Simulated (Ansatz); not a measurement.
Runs of Ansatz 0.2.0 on V. The structure is cubic, space group Im-3m (No. 229). The conventional cell has a = 3.029 Å, b = 3.029 Å, c = 3.029 Å, α = 90.00°, β = 90.00°, γ = 90.00°. V (site symmetry m-3m) has 8 V at 2.62 Å as nearest neighbours. 

```tsv
level	U	gap on the mesh (eV)	pressure (GPa)	moment (μB)
PBEsol	-	none	-12.1	0.00
PBEsol+U	V d U = 6 eV	none	55.9	2.71
PBEsol+U	V d U = 2 eV	none	-8.5	(a)
PBEsol+U	V d U = 4 eV	none	(b)	1.86
```

Alike in all rows: task density of states; potentials or basis all-electron LAPW, scalar-relativistic; spin collinear, ferromagnetic start; cell as given; k mesh 12 × 12 × 12; cutoff (eV) 257; smearing fermi-dirac 0.05 eV; basis error allowed 0.001 eV/atom.

Task: Estimate the missing entries.

Result: (a) 0.63; (b) 21.4.

Caveats: the magnetic state may not be the lowest (some runs); U is the effective U less J, on atomic orbitals that reach past the spheres (some runs); the U is typed as a test and isn't derived for this compound (some runs); the starting moments weren't kept (some runs); a pressure of tens of GPa on the cell as given is suspect, and the run, the potentials or the cell itself is likely at fault (some runs).

A gap of «none» marks a metal or a gap under the smearing width.
